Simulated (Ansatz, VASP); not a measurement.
# BaTe: VASP beside Ansatz

```
CELL_PARAMETERS angstrom
0.00000 3.22622 3.22622
3.22622 0.00000 3.22622
3.22622 3.22622 0.00000
ATOMIC_POSITIONS crystal
Ba 0.00000 0.00000 0.00000
Te 0.50000 0.50000 0.50000
```

Alike in both runs: functional r2SCAN; k mesh 8 × 8 × 8; occupations gaussian, width 0.02 eV; no spin polarisation.

Ansatz relaxed the structure, and its values are those at the end. VASP's run is a single point on that final structure, the one shown.

```csv
,VASP,Ansatz
version,VASP 6.6.1,Ansatz 0.2.0
potentials or method,"VASP PAW PBE potentials, release 64 (Ba_sv, Te)","scalar-relativistic, plane waves, PAW"
plane-wave cutoff (eV),520,500
valence electrons in the cell,16,26
```

Ansatz gave:

- gap on the k mesh at the Fermi level (eV): 1.30
- least direct gap on the mesh (eV): 1.56
- pressure (GPa): 15.0

Problem. What did VASP give for the same quantities?

Solution. gap on the k mesh at the Fermi level (eV): 1.15; least direct gap on the mesh (eV): 1.47; pressure (GPa): 15.8.

The functional is the same, so the differences come from potentials, cutoffs and numerics. The two sets of potentials don't hold the same shells in valence.

Caveats: so large a pressure means that the cell lies far from this level's equilibrium, or that cutoff or potentials fall short (VASP); the potentials were made for another functional, which shifts forces and pressure (VASP); spin-orbit coupling is left out, which moves the levels of the heavy elements. r2SCAN opens gaps a little over a GGA but as a rule still falls short of measured ones. A k mesh can miss the band edges.
